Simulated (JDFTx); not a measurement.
**Sr under changes of volume**

One of the cells (56.319 Å³/atom); the others are scaled copies at fixed shape and fractional positions:

```xyz
1
Lattice="0.0000 3.0423 3.0423 3.0423 0.0000 3.0423 3.0423 3.0423 0.0000" Properties=species:S:1:pos:R:3 pbc="T T T"
Sr    0.0000    0.0000    0.0000
```

```yaml
Program: JDFTx 1.7.0 (patched build)
Functional: PBEsol
Potentials_or_basis: PseudoDojo-SR-PBEsol-0.4.1-standard with smoothed tails
Cutoff: 925 eV
Density_cutoff: 3701 eV
k_mesh: 8 × 8 × 8
Occupations: fermi-dirac, width 0.05 eV
Spin: no spin polarisation
```

```tsv
volume (Å³/atom)	energy over the lowest point (meV/atom)	pressure (GPa)
52.940	0.00	-0.3
54.067	2.94	-0.5
55.193	7.46	-0.7
56.319	13.39	-0.9
57.446	20.61	-1.1
58.572	28.98	-1.2
59.698	?	?
```

Question: What does the run at 59.698 Å³/atom give?

Answer: Energy over the lowest point 38.39 meV/atom; pressure -1.4 GPa.

Worked out: A Birch-Murnaghan fit of order 3 (a polynomial in V^(-2/3)) to the other rows has its minimum at 51.66 Å³/atom, just outside them, with B0 = V·E''(V) = 12.8 GPa and B' = 3.8. It gives 38.39 meV/atom at 59.698 Å³/atom, against the run's 38.39, and -dE/dV = -1.4 GPa, against -1.4.

Energies are extrapolated to zero smearing.
